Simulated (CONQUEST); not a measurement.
**BeTe under changes of volume**

One of the cells (21.254 Å³/atom); the others are scaled copies at fixed shape and fractional positions:

```xyz
4
Lattice="3.9174 0.0000 0.0000 0.0000 3.9174 0.0000 0.0000 0.0000 5.5400" Properties=species:S:1:pos:R:3 pbc="T T T"
Te    0.0000    1.9587    1.3850
Te    1.9587    0.0000    4.1550
Be    0.0000    0.0000    0.0000
Be    1.9587    1.9587    2.7700
```

* Program: CONQUEST 1.3
* Functional: PBEsol
* Potentials or basis: PseudoDojo NC PBEsol, DZP, grid of 40 × 40 × 60 points
* k mesh: 7 × 7 × 5
* Occupations: fermi-dirac, width 0.05 eV
* Spin: no spin polarisation

```tsv
volume (Å³/atom)	energy over the lowest point (meV/atom)	pressure (GPa)	gap on the mesh (eV)
19.979	?	?	?
20.404	34.59	6.4	1.75
20.829	19.72	4.8	1.81
21.254	9.12	3.2	1.86
21.679	2.88	1.6	1.92
22.104	0.06	0.5	1.96
22.529	0.00	-0.5	2.01
```

Question: What does the run at 19.979 Å³/atom give?

Answer: Energy over the lowest point 54.01 meV/atom; pressure 8.2 GPa; gap on the mesh 1.69 eV.

Worked out: A Birch-Murnaghan fit of order 3 (a polynomial in V^(-2/3)) to the other rows has its minimum at 22.31 Å³/atom with B0 = V·E''(V) = 54 GPa and B' = 7.3. It gives 55.05 meV/atom at 19.979 Å³/atom, against the run's 54.01, and -dE/dV = 8.8 GPa, against 8.2. A straight line through the other rows of the gap, of slope 2.61 eV per unit of ln V, extrapolates to 1.70 eV, against the run's 1.69.

Energies are extrapolated to zero smearing.

Caveats: spin-orbit coupling is left out, which moves the levels of the heavy elements; an odd mesh through Γ misses points on the zone boundary, where band edges often lie; the basis of atomic orbitals isn't converged, which shifts pressures, moduli and gaps; the real-space grid breaks the cell's symmetry a little (some runs).
